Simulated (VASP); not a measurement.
Crystal: Co.

```
CELL_PARAMETERS angstrom
2.47200 0.00000 0.00000
-1.23600 2.14081 0.00000
0.00000 0.00000 4.02114
ATOMIC_POSITIONS crystal
Co 0.66667 0.33333 0.75000
Co 0.33333 0.66667 0.25000
```

Base run:

| Quantity | Value |
| --- | --- |
| Program | VASP 6.6.1 |
| Functional | PBEsol |
| Potentials or basis | VASP PAW PBE potentials, release 64 (Co) |
| Cutoff | 500 eV |
| k mesh | 12 × 12 × 7 |
| Occupations | gaussian, width 0.1 eV |
| Spin | collinear spin, ferromagnetic start |
| Starting moments | [2.0, 2.0] μB |

Its results: band gap on the k mesh none (metal or under the smearing width); pressure -6.6 GPa; net moment 3.19 μB per cell; site moments Co +1.60 μB.

**Question.** The run is repeated on the same cell with these changes: functional from PBEsol to PBE; cutoff from 500 eV to 520 eV; further incar settings from ALGO = Normal; EDIFF = 1e-06; NBANDS = 20 to ALGO = Fast; EDIFF = 1e-06; NBANDS = 20. What comes out?

**Answer.** Band gap on the k mesh none (metal or under the smearing width); pressure 3.9 GPa; net moment 3.20 μB per cell; site moments Co +1.61 μB.

Caveats: the PAW data sets were made with another functional, which shifts forces and pressure a little (some runs).

Not every run made on this cell is shown here.
